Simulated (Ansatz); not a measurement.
LaAlO$_{3}$ (cubic perovskite)

```cif
data_AlLaO3
_chemical_formula_sum 'La1 Al1 O3'
_space_group_name_H-M_alt 'Pm-3m'
_space_group_IT_number 221
_space_group_name_Hall '-P 4 2 3'
_cell_length_a 3.78694
_cell_length_b 3.78694
_cell_length_c 3.78694
_cell_angle_alpha 90.000
_cell_angle_beta 90.000
_cell_angle_gamma 90.000
loop_
_atom_site_label
_atom_site_type_symbol
_atom_site_symmetry_multiplicity
_atom_site_Wyckoff_symbol
_atom_site_fract_x
_atom_site_fract_y
_atom_site_fract_z
_atom_site_occupancy
La1 La 1 a 0.00000 0.00000 0.00000 1
Al1 Al 1 b 0.50000 0.50000 0.50000 1
O1 O 3 c 0.00000 0.50000 0.50000 1
```

Grid over V/V₀ and (c/a)/(c/a)₀, subscript 0 meaning the relaxed cell; the conventional c axis lies along z; no internal relaxation.

Calculation: r2SCAN (plane waves to 500 eV, PAW, scalar-relativistic; Ansatz, a program for electronic structure). k mesh 9×9×9 (Γ-centred), Fermi-Dirac smearing 0.05 eV. E stands for the smeared free energy. LaAlO3 is run without spin polarisation. LaAlO3 was relaxed with its symmetry unable to fall. This is a high-temperature form of LaAlO3. ΔE is measured from the relaxed starting cell.

Predict the ΔE (eV/atom) at all points of the grid V/V₀ = 0.920, 0.960, 1.000, 1.040, 1.080 by (c/a)/(c/a)₀ = 0.880, 0.940, 1.000, 1.060, 1.120.

ΔE (eV/atom), with V/V₀ across and (c/a)/(c/a)₀ down:

```tsv
(c/a)/(c/a)₀ \ V/V₀	0.920	0.960	1.000	1.040	1.080
0.880	0.1664	0.1136	0.0905	0.0915	0.1121
0.940	0.0787	0.0351	0.0202	0.0286	0.0560
1.000	0.0532	0.0124	0.0000	0.0107	0.0402
1.060	0.0749	0.0316	0.0169	0.0256	0.0532
1.120	0.1349	0.0843	0.0632	0.0660	0.0884
```

(A scan under strain: stresses follow from slopes of the energy per volume, elastic moduli from its curvatures.)
